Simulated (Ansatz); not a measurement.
# Co: one cell, many SCF starts

Is Co magnetic at this level, in which order, and do all starts find it? Single-point runs from several starts follow. Co is taken in the measured crystal structure (space group Fm-3m, primitive cell doubled), 2 atoms in the cell. Source: COD entry 9012941; the sample's temperature and pressure aren't taken into account.

The COD cell was measured well above room temperature, so it is larger than a cold one.

Computed with Ansatz 0.2.0 (DFT PBE, PAW, plane waves, scalar-relativistic, unless a step's input says otherwise).

## (1) Starting point

The structure is cubic, space group Fm-3m (No. 225). The conventional cell has a = 3.599 Å, b = 3.599 Å, c = 3.599 Å, α = 90.00°, β = 90.00°, γ = 90.00°. Co (site symmetry m-3m) is surrounded by 12 Co at 2.54 Å.

Structure file:

```
Co
1.0
     0.00000    1.79935    1.79935
     1.79935    0.00000    1.79935
     3.59870    3.59870    0.00000
Co
2
Direct
  0.00000 0.00000 0.00000
  0.00000 0.00000 0.50000
```

In tables a label like Co2 counts atoms in the order of input.yaml; a structure file may count by element.

Planned first: parallel moments, plain SCF; opposed moments +-, plain SCF; no spin polarisation; spin on, no moments given (the program may seed its own), plain SCF. What is tried next depends on their ends.

“Plain SCF” means no search for lower states. Ends within 0.2 meV/atom and 0.1 μB count as one state.

The total moment includes the space between the atomic spheres.

## (2) Parallel moments, plain SCF

Input file input.yaml:

```yaml
crystal:
  lattice:
    - [0.0, 1.79935, 1.79935]
    - [1.79935, 0.0, 1.79935]
    - [3.5987, 3.5987, 0.0]
  atoms:
    - { symbol: Co, position: [0.0, 0.0, 0.0], spin: 3.0 }
    - { symbol: Co, position: [0.0, 0.0, 0.5], spin: 3.0 }
magnetization:
  spin_polarized: true
hamiltonian:
  xc: pbe
  pseudopotentials: { kind: paw }
basis:
  ecutwfc: 420
kpoints:
  mp_grid: { grid: [12, 12, 6] }
scf:
  occupations: { method: fermi_dirac, width: 0.05 }
  lower_state_search: "off"
output:
  forces: true
  stress: true
```

Log, cut to the lines that bear on the results:

```text
[...]
Pseudopotentials: kind: paw
Pseudopotential: Co, paw, valence charge 17, recommended cutoff 420 eV (normal), Co.paw.azcp
Functional definition: PBE
[...]
Crystal: 2 atoms, lattice volume = 23.303 Å³
Basis set: ecut = 420 eV, 487 PW (Γ), exchange–correlation on 36×36×72 points (8 copies of the dense FFT grid, shifted against one another)
Bands: 24, of which v1, the nominal top of the filled ones, is band 17 counted from 1 (16 counted from 0)
Symmetry: 24 space group operations
Space group: Fm-3m (ITA 225), of the structure as read, at distance tolerance 2.9e-5 Å
Magnetic group: BNS 225.116 (UNI 1618), of the structure as read, at distance tolerance 2.9e-5 Å
k-points: 98 of 864
[...]
Starting moments: Σ|m| = 6 μB on 2 of 2 sites
[...]
SCF iter   1: F=—  HF=-10251.774245 eV  |F-HF|=—  |Δ(HF+E_count)|=         —  Δρ=1.12e-1 (↑1.12e-1 ↓7.36e-2)  dr2=2.69e-1  dr2_m=1.80e0  M=3.934 μB ∫|m|=4.137 μB  β_m=0.30  ethr=7.92e-4  ⟨swp⟩=1.0  Hψ=24031  notcnv=0
[...]
spin-set hold released at iteration 1 (the charge has settled, or the pull on large starting moments outlasts its swing): the magnetisation degrees of freedom join the quasi-Newton model from the next iteration; the mixer history was flushed
[...]
SCF iter  10: F=-10252.228752 eV  HF=-10252.228752 eV  |F-HF|=5.44e-10  |Δ(HF+E_count)|=   3.36e-9  Δρ=3.37e-6 (↑3.37e-6 ↓1.05e-6)  dr2=1.00e-9  dr2_m=9.49e-10  M=3.441 μB ∫|m|=3.776 μB  ethr=1.13e-10  ⟨swp⟩=2.0  Hψ=13739  notcnv=0
[...]
SCF converged after 10 iterations
an eigenvalue changed by more than its tolerance at an iteration that met the thresholds in force, so the SCF went on 1 time: the last check found none over its tolerance
Magnetization: 3.4415 μB (18.7207 up, 15.2793 down)
Absolute magnetization: 3.7764 μB (∫|ρ↑−ρ↓|, with the PAW one-centre terms)
Spin contamination: 0.0638 ħ² per cell (⟨S²⟩ above its minimum at these occupations)
Per-site moments (μB) at R_I (Å): [(1.7968250451321195, 1.0496743840506118), (1.79682504513212, 1.0496743840506118)]
Free energy (F): -10252.228752 eV
[...]
E sigma→0 (E₀):  -10252.219166 eV
Entropy (-TS):   -0.019174 eV (-9.587 meV/atom)
Fermi energy:    17.280607 eV
[...]
--- Forces (eV/Å), atoms counted from 1 ---
  atom   1  Co     0.00000000     0.00000000     0.00000000
  atom   2  Co     0.00000000    -0.00000000    -0.00000000
[...]
--- Stress (GPa, compression-positive) ---
      -11.368793      -0.000003       0.000003
       -0.000003     -11.368793       0.000003
        0.000003       0.000003     -11.368793
  P = ⅓ Tr σ = -11.3688 GPa (-113.688 kbar)
```

It took 5.7 s on 2 threads of an x86-64 CPU, shared host; peak memory 0.45 GiB.

The state reached is ferromagnetic, site moments Co1 1.80, Co2 1.80 μB, total 3.44 μB per cell, no gap on the k-mesh.

## (3) Opposed moments +-, plain SCF

Changes to input.yaml since step 2:

```diff
@@ -7,3 +7,3 @@
     - { symbol: Co, position: [0.0, 0.0, 0.0], spin: 3.0 }
-    - { symbol: Co, position: [0.0, 0.0, 0.5], spin: 3.0 }
+    - { symbol: Co, position: [0.0, 0.0, 0.5], spin: -3.0 }
 magnetization:
```

Log, cut to the lines that bear on the results:

```text
[... 11 lines as in an earlier run ...]
Symmetry: 12 space group operations
Space group: R-3m (ITA 166), of the structure as read, at distance tolerance 2.9e-5 Å
Magnetic group: BNS 166.102 (UNI 1332), of the structure as read, at distance tolerance 2.9e-5 Å
[... 5 lines as in an earlier run ...]
Starting moments: Σ|m| = 6 μB on 2 of 2 sites
Starting magnetic order: antiferromagnet; a translation exchanges its spin sublattices: spin-degenerate at every k-point
[... 2 lines as in an earlier run ...]
spin-down is spin-up translated by (0, 0, 0.5): one eigenproblem is solved per k-point and the antiferromagnetic symmetry of the starting moments is kept exactly by this SCF (crystal.symmetry.spin_inversion_symmetry: false solves both channels; [...]
SCF converged after 11 iterations
Magnetization: 0.0000 μB (17.0000 up, 17.0000 down)
Absolute magnetization: 2.6660 μB (∫|ρ↑−ρ↓|, with the PAW one-centre terms)
Spin contamination: 1.0430 ħ² per cell (⟨S²⟩ above its minimum at these occupations)
Per-site moments (μB) at R_I (Å): [(1.302872676553294, 1.0496743840506118), (-1.302872676553294, 1.0496743840506118)]
Free energy (F): -10251.777232 eV
[...]
E sigma→0 (E₀):  -10251.759373 eV
Entropy (-TS):   -0.035718 eV (-17.859 meV/atom)
Fermi energy:    17.119848 eV
[...]
--- Forces (eV/Å), atoms counted from 1 ---
  atom   1  Co     0.00000000     0.00000000     0.00000000
  atom   2  Co     0.00000000     0.00000000    -0.00000000
[...]
--- Stress (GPa, compression-positive) ---
      -15.511059       2.120234      -2.120234
        2.120234     -15.511059      -2.120234
       -2.120234      -2.120234     -15.511059
  P = ⅓ Tr σ = -15.5111 GPa (-155.111 kbar)
```

It took 2.8 s on 2 threads of an x86-64 CPU, shared host; peak memory 0.45 GiB.

Result: antiferromagnetic (magnetic neighbours of Co1 with a moment over 0.3 of its own that point the other way: 6 of 12 at 2.54 Å, 6 of 6 at 3.60 Å), site moments Co1 1.30, Co2 -1.30 μB, total 0.00 μB per cell, no gap on the k-mesh. Against step 2, the lowest until now, it is 226 meV/atom higher.

## (4) No spin polarisation

Changes to input.yaml since step 3:

```diff
@@ -6,6 +6,4 @@
   atoms:
-    - { symbol: Co, position: [0.0, 0.0, 0.0], spin: 3.0 }
-    - { symbol: Co, position: [0.0, 0.0, 0.5], spin: -3.0 }
-magnetization:
-  spin_polarized: true
+    - { symbol: Co, position: [0.0, 0.0, 0.0] }
+    - { symbol: Co, position: [0.0, 0.0, 0.5] }
 hamiltonian:
```

Log, cut to the lines that bear on the results:

```text
[... 10 lines as in an earlier run ...]
Bands: 21, of which v1, the nominal top of the filled ones, is band 17 counted from 1 (16 counted from 0)
[... 6 lines as in an earlier run ...]
[...]
[... 2 lines as in an earlier run ...]
SCF iter   1: F=—  HF=-10251.709273 eV  |F-HF|=—  |Δ(HF+E_count)|=         —  Δρ=3.26e-3  dr2=9.32e-4  ethr=1.77e-3  ⟨swp⟩=4.9  Hψ=7757  notcnv=0
[...]
SCF iter   6: F=-10251.710059 eV  HF=-10251.710059 eV  |F-HF|=1.16e-9  |Δ(HF+E_count)|=  6.62e-10  Δρ=4.58e-6  dr2=1.08e-9  ethr=1.01e-11  ⟨swp⟩=2.0  Hψ=6532  notcnv=0
[...]
SCF converged after 6 iterations
Free energy (F): -10251.710059 eV
[...]
E sigma→0 (E₀):  -10251.690922 eV
Entropy (-TS):   -0.038275 eV (-19.137 meV/atom)
Fermi energy:    16.943654 eV
[...]
--- Forces (eV/Å), atoms counted from 1 ---
  atom   1  Co     0.00000000    -0.00000000    -0.00000000
  atom   2  Co     0.00000000    -0.00000000    -0.00000000
[...]
--- Stress (GPa, compression-positive) ---
      -23.477456       0.000029      -0.000029
        0.000029     -23.477456      -0.000029
       -0.000029      -0.000029     -23.477456
  P = ⅓ Tr σ = -23.4775 GPa (-234.775 kbar)
```

It took 1.7 s on 2 threads of an x86-64 CPU, shared host; peak memory 0.45 GiB.

End: non-magnetic (no spin polarisation), no gap on the k-mesh. It lies 259 meV/atom above the lowest state so far (step 2).

## (5) Spin on, no moments given (the program may seed its own), plain SCF

Changes to input.yaml since step 4:

```diff
@@ -21 +21,3 @@
   stress: true
+magnetization:
+  spin_polarized: true
```

Log, cut to the lines that bear on the results:

```text
band count auto-derived: 24 (N_el = 34.0; filled up to band 17; 21 by the electrons, moments and atoms)
[... 20 lines as in an earlier run ...]
[...]
SCF iter   1: F=—  HF=-10249.649545 eV  |F-HF|=—  |Δ(HF+E_count)|=         —  Δρ=3.16e-1 (↑2.75e-1 ↓3.16e-1)  dr2=2.31e-1  dr2_m=1.87e1  M=4.253 μB ∫|m|=4.253 μB  ethr=7.52e-4  ⟨swp⟩=1.3  Hψ=12121  notcnv=0
[...]
SCF iter  10: F=-10252.228752 eV  HF=-10252.228752 eV  |F-HF|=1.62e-9  |Δ(HF+E_count)|=   3.05e-9  Δρ=5.01e-6 (↑1.70e-6 ↓5.01e-6)  dr2=4.34e-9  dr2_m=9.37e-10  M=3.441 μB ∫|m|=3.776 μB  ethr=2.94e-10  ⟨swp⟩=3.8  Hψ=13247  notcnv=0
[...]
SCF converged after 10 iterations
Magnetization: 3.4415 μB (18.7207 up, 15.2793 down)
Absolute magnetization: 3.7764 μB (∫|ρ↑−ρ↓|, with the PAW one-centre terms)
Spin contamination: 0.0638 ħ² per cell (⟨S²⟩ above its minimum at these occupations)
Per-site moments (μB) at R_I (Å): [(1.7968318266962977, 1.0496743840506118), (1.7968318266962977, 1.0496743840506118)]
Free energy (F): -10252.228752 eV
[...]
E sigma→0 (E₀):  -10252.219166 eV
Entropy (-TS):   -0.019173 eV (-9.586 meV/atom)
Fermi energy:    17.280625 eV
[... 24 lines left out: energy terms, forces, stress ...]
```

Run time: 4.2 s. Hardware: 2 threads of an x86-64 CPU, shared host; peak memory 0.45 GiB.

Nothing new: the 10 iterations lead to the state found in step 2 (ferromagnetic).

## (6) Parallel moments scaled by 0.03, plain SCF

Changes to input.yaml since step 5:

```diff
@@ -6,4 +6,6 @@
   atoms:
-    - { symbol: Co, position: [0.0, 0.0, 0.0] }
-    - { symbol: Co, position: [0.0, 0.0, 0.5] }
+    - { symbol: Co, position: [0.0, 0.0, 0.0], spin: 0.09 }
+    - { symbol: Co, position: [0.0, 0.0, 0.5], spin: 0.09 }
+magnetization:
+  spin_polarized: true
 hamiltonian:
@@ -21,3 +23 @@
   stress: true
-magnetization:
-  spin_polarized: true
```

Log, cut to the lines that bear on the results:

```text
[... 10 lines as in an earlier run ...]
Bands: 22, of which v1, the nominal top of the filled ones, is band 17 counted from 1 (16 counted from 0)
[... 8 lines as in an earlier run ...]
Starting moments: Σ|m| = 0.18 μB on 2 of 2 sites
[... 2 lines as in an earlier run ...]
[...]
SCF iter   1: F=—  HF=-10251.773628 eV  |F-HF|=—  |Δ(HF+E_count)|=         —  Δρ=2.65e-2 (↑2.41e-2 ↓2.65e-2)  dr2=2.54e-1  dr2_m=5.63e-4  M=0.164 μB ∫|m|=0.170 μB  β_m=1.00  ethr=7.47e-4  ⟨swp⟩=1.0  Hψ=22136  notcnv=0
[...]
spin-set hold released at iteration 24 (site moments' squared step at or under half its running peak, from the soft ceiling on): the magnetisation degrees of freedom join the quasi-Newton model from the next iteration; the mixer history was flushed
[...]
SCF iter  32: F=-10252.228752 eV  HF=-10252.228752 eV  |F-HF|=2.72e-9  |Δ(HF+E_count)|=   8.17e-7  Δρ=6.14e-6 (↑3.54e-6 ↓6.14e-6)  dr2=5.57e-10  dr2_m=4.77e-9  M=3.441 μB ∫|m|=3.776 μB  ethr=2.91e-11  ⟨swp⟩=4.1  Hψ=14227  notcnv=0
[...]
SCF converged after 32 iterations
Magnetization: 3.4415 μB (18.7207 up, 15.2793 down)
Absolute magnetization: 3.7764 μB (∫|ρ↑−ρ↓|, with the PAW one-centre terms)
Spin contamination: 0.0638 ħ² per cell (⟨S²⟩ above its minimum at these occupations)
Per-site moments (μB) at R_I (Å): [(1.7968379307165652, 1.0496743840506118), (1.7968379307165656, 1.0496743840506118)]
Free energy (F): -10252.228752 eV
[...]
E sigma→0 (E₀):  -10252.219165 eV
Entropy (-TS):   -0.019174 eV (-9.587 meV/atom)
Fermi energy:    17.280623 eV
[... 24 lines left out: energy terms, forces, stress ...]
```

Run time: 14 s. Hardware: 2 threads of an x86-64 CPU, shared host; peak memory 0.45 GiB.

Nothing new: the 32 iterations lead to the state found in step 2 (ferromagnetic).

## (7) Moments ++ scaled by 0.65, plain SCF

Changes to input.yaml since step 6:

```diff
@@ -6,4 +6,4 @@
   atoms:
-    - { symbol: Co, position: [0.0, 0.0, 0.0], spin: 0.09 }
-    - { symbol: Co, position: [0.0, 0.0, 0.5], spin: 0.09 }
+    - { symbol: Co, position: [0.0, 0.0, 0.0], spin: 1.95 }
+    - { symbol: Co, position: [0.0, 0.0, 0.5], spin: 1.95 }
 magnetization:
```

Log, cut to the lines that bear on the results:

```text
[... 10 lines as in an earlier run ...]
Bands: 23, of which v1, the nominal top of the filled ones, is band 17 counted from 1 (16 counted from 0)
[... 8 lines as in an earlier run ...]
Starting moments: Σ|m| = 3.9 μB on 2 of 2 sites
[... 2 lines as in an earlier run ...]
[...]
SCF iter   1: F=—  HF=-10252.044222 eV  |F-HF|=—  |Δ(HF+E_count)|=         —  Δρ=4.21e-2 (↑1.66e-2 ↓4.21e-2)  dr2=1.41e-1  dr2_m=1.51e-1  M=3.459 μB ∫|m|=3.547 μB  β_m=0.30  ethr=4.15e-4  ⟨swp⟩=1.0  Hψ=23114  notcnv=0
[...]
spin-set hold released at iteration 7 (site moments contracting): the magnetisation degrees of freedom join the quasi-Newton model from the next iteration; the mixer history was flushed
[...]
SCF iter  13: F=-10252.228752 eV  HF=-10252.228752 eV  |F-HF|=2.98e-9  |Δ(HF+E_count)|=   4.28e-7  Δρ=8.25e-6 (↑1.97e-6 ↓8.25e-6)  dr2=7.95e-9  dr2_m=3.62e-9  M=3.441 μB ∫|m|=3.776 μB  ethr=1.11e-10  ⟨swp⟩=4.0  Hψ=13534  notcnv=0
[...]
SCF converged after 13 iterations
Magnetization: 3.4415 μB (18.7207 up, 15.2793 down)
Absolute magnetization: 3.7764 μB (∫|ρ↑−ρ↓|, with the PAW one-centre terms)
Spin contamination: 0.0638 ħ² per cell (⟨S²⟩ above its minimum at these occupations)
Per-site moments (μB) at R_I (Å): [(1.796830551697418, 1.0496743840506118), (1.7968305516974181, 1.0496743840506118)]
Free energy (F): -10252.228752 eV
[...]
E sigma→0 (E₀):  -10252.219165 eV
Entropy (-TS):   -0.019175 eV (-9.587 meV/atom)
Fermi energy:    17.280563 eV
[... 24 lines left out: energy terms, forces, stress ...]
```

Wall time 5.4 s (2 threads of an x86-64 CPU, shared host); peak memory 0.44 GiB.

Nothing new: the 13 iterations lead to the state found in step 2 (ferromagnetic).

## (8) A moment on one site alone, plain SCF

Changes to input.yaml since step 7:

```diff
@@ -6,4 +6,4 @@
   atoms:
-    - { symbol: Co, position: [0.0, 0.0, 0.0], spin: 1.95 }
-    - { symbol: Co, position: [0.0, 0.0, 0.5], spin: 1.95 }
+    - { symbol: Co, position: [0.0, 0.0, 0.0] }
+    - { symbol: Co, position: [0.0, 0.0, 0.5], spin: 3.0 }
 magnetization:
```

Log, cut to the lines that bear on the results:

```text
[... 13 lines as in an earlier run ...]
Magnetic group: BNS 166.97 (UNI 1327), of the structure as read, at distance tolerance 2.9e-5 Å
[... 5 lines as in an earlier run ...]
Starting moments: Σ|m| = 3 μB on 1 of 2 sites
[... 2 lines as in an earlier run ...]
SCF iter   1: F=—  HF=-10251.974045 eV  |F-HF|=—  |Δ(HF+E_count)|=         —  Δρ=1.23e-1 (↑1.23e-1 ↓5.99e-2)  dr2=7.15e0  dr2_m=4.30e-1  M=2.875 μB ∫|m|=2.961 μB  β_m=0.30  ethr=3.10e-3  ⟨swp⟩=5.4  Hψ=17099  notcnv=0
[...]
spin-set hold released at iteration 5 (the charge has settled, or the pull on large starting moments outlasts its swing): the magnetisation degrees of freedom join the quasi-Newton model from the next iteration; the mixer history was flushed
[...]
SCF iter  27: F=-10252.228752 eV  HF=-10252.228752 eV  |F-HF|=3.64e-8  |Δ(HF+E_count)|=   8.98e-9  Δρ=1.20e-5 (↑1.00e-6 ↓1.20e-5)  dr2=4.10e-8  dr2_m=6.73e-9  M=3.441 μB ∫|m|=3.776 μB  ethr=2.94e-10  ⟨swp⟩=2.1  Hψ=13178  notcnv=0
[...]
SCF converged after 27 iterations
Magnetization: 3.4415 μB (18.7207 up, 15.2793 down)
Absolute magnetization: 3.7764 μB (∫|ρ↑−ρ↓|, with the PAW one-centre terms)
Spin contamination: 0.0638 ħ² per cell (⟨S²⟩ above its minimum at these occupations)
Per-site moments (μB) at R_I (Å): [(1.7968005612843225, 1.0496743840506118), (1.7968584838878872, 1.0496743840506118)]
Free energy (F): -10252.228752 eV
[...]
E sigma→0 (E₀):  -10252.219166 eV
Entropy (-TS):   -0.019173 eV (-9.587 meV/atom)
Fermi energy:    17.280628 eV
[... 24 lines left out: energy terms, forces, stress ...]
```

Run time: 8.8 s. Hardware: 2 threads of an x86-64 CPU, shared host; peak memory 0.46 GiB.

The run ends in the same state as step 2 (ferromagnetic); it took 27 iterations.

## (9) Parallel moments, spin not held back in the first iterations, no switch to direct minimisation

Changes to input.yaml since step 8:

```diff
@@ -6,3 +6,3 @@
   atoms:
-    - { symbol: Co, position: [0.0, 0.0, 0.0] }
+    - { symbol: Co, position: [0.0, 0.0, 0.0], spin: 3.0 }
     - { symbol: Co, position: [0.0, 0.0, 0.5], spin: 3.0 }
@@ -20,2 +20,4 @@
   lower_state_search: "off"
+  algorithm: density_mixing
+  mixing: { spin_hold: "off" }
 output:
```

Log, cut to the lines that bear on the results:

```text
[... 19 lines as in an earlier run ...]
Starting moments: Σ|m| = 6 μB on 2 of 2 sites
[... 2 lines as in an earlier run ...]
[...]
SCF iter   1: F=—  HF=-10251.542417 eV  |F-HF|=—  |Δ(HF+E_count)|=         —  Δρ=1.07e-1 (↑1.07e-1 ↓7.37e-2)  dr2=2.44e-1  dr2_m=1.70e0  M=3.916 μB ∫|m|=4.041 μB  β_m=0.30  ethr=7.19e-4  ⟨swp⟩=1.0  Hψ=24018  notcnv=0
[...]
SCF iter   9: F=-10252.228752 eV  HF=-10252.228752 eV  |F-HF|=7.35e-10  |Δ(HF+E_count)|=   1.38e-7  Δρ=7.41e-6 (↑2.35e-6 ↓7.41e-6)  dr2=3.37e-9  dr2_m=5.02e-9  M=3.441 μB ∫|m|=3.776 μB  ethr=2.94e-10  ⟨swp⟩=4.0  Hψ=13848  notcnv=0
[...]
SCF converged after 9 iterations
Magnetization: 3.4415 μB (18.7207 up, 15.2793 down)
Absolute magnetization: 3.7764 μB (∫|ρ↑−ρ↓|, with the PAW one-centre terms)
Spin contamination: 0.0638 ħ² per cell (⟨S²⟩ above its minimum at these occupations)
Per-site moments (μB) at R_I (Å): [(1.7968217209157735, 1.0496743840506118), (1.7968217209157735, 1.0496743840506118)]
Free energy (F): -10252.228752 eV
[...]
E sigma→0 (E₀):  -10252.219166 eV
Entropy (-TS):   -0.019173 eV (-9.587 meV/atom)
Fermi energy:    17.280648 eV
[... 24 lines left out: energy terms, forces, stress ...]
```

Run time: 4 s. Hardware: 2 threads of an x86-64 CPU, shared host; peak memory 0.45 GiB.

This is the state of step 2 again (ferromagnetic), after 9 iterations.

## (10) All ends together

```tsv
step	iterations	state	moments of Co1 Co2 (μB)	total (μB)	gap (eV)	pressure (GPa)	above lowest (meV/atom)
2	10	1	1.80 1.80	3.44	none	-11.4	0.0
3	11	2	1.30 -1.30	0.00	none	-15.5	226
4	6	3	0.00 0.00	0.00	none	-23.5	259
5	10	1	1.80 1.80	3.44	none	-11.4	0.0
6	32	1	1.80 1.80	3.44	none	-11.4	0.0
7	13	1	1.80 1.80	3.44	none	-11.4	0.0
8	27	1	1.80 1.80	3.44	none	-11.4	0.0
9	9	1	1.80 1.80	3.44	none	-11.4	0.0
```

States are numbered from the lowest. Starts by step: 2 parallel moments, plain SCF; 3 opposed moments +-, plain SCF; 4 no spin polarisation; 5 spin on, no moments given (the program may seed its own), plain SCF; 6 parallel moments scaled by 0.03, plain SCF; 7 moments ++ scaled by 0.65, plain SCF; 8 a moment on one site alone, plain SCF; 9 parallel moments, spin not held back in the first iterations, no switch to direct minimisation.

The 8 runs of this session took 47 s in all, from 1.7 s to 14 s each.

Decimal logarithm of the largest residual (eV) by iteration, counted through all cycles of a run (7 of the 8 runs):

```tsv
iteration	step 2	step 3	step 4	step 5	step 6	step 7	step 8
1	0.3	0.4	-3.0	1.3	-0.6	-0.8	0.9
2	0.1	0.2	-3.7	-0.8	-1.5	-1.0	1.5
3	0.3	0.3	-5.5	-1.5	-2.4	-1.2	0.0
4	-1.4	-1.4	-7.4	-1.7	-2.9	-1.4	0.1
5	-2.3	-1.8	-8.5	-2.6	-3.1	-2.3	0.0
7	-4.7	-3.1	-	-4.8	-3.1	-3.2	1.4
9	-7.4	-4.8	-	-6.8	-2.9	-2.6	-0.3
12	-	-	-	-	-2.4	-6.7	-0.7
15	-	-	-	-	-1.8	-	-0.3
18	-	-	-	-	-1.1	-	-1.7
21	-	-	-	-	-0.9	-	-3.1
24	-	-	-	-	-1.3	-	-4.9
26	-	-	-	-	-0.3	-	-6.5
29	-	-	-	-	-3.1	-	-
32	-	-	-	-	-8.3	-	-
```

## (11) What came out

```
                      quantity                                                     value
               distinct states                                   3 from 8 converged runs
lowest state from plain starts                                             ferromagnetic
                   its moments                                     Co1 1.80, Co2 1.80 μB
                  total moment                                          3.44 μB per cell
             gap on the k-mesh                                                      none
                      pressure                                                 -11.4 GPa
                 largest force                                                0.000 eV/Å
                    next state                    antiferromagnetic, 226 meV/atom higher
                 highest state  non-magnetic (no spin polarisation), 259 meV/atom higher
```

What this shows: 8 runs converged, to 3 different states. Switching spin polarisation off costs 259 meV/atom in free energy, smearing entropy included. The best antiferromagnetic state lies 226 meV/atom above the best ferromagnetic one. A lower state than any found can't be excluded.
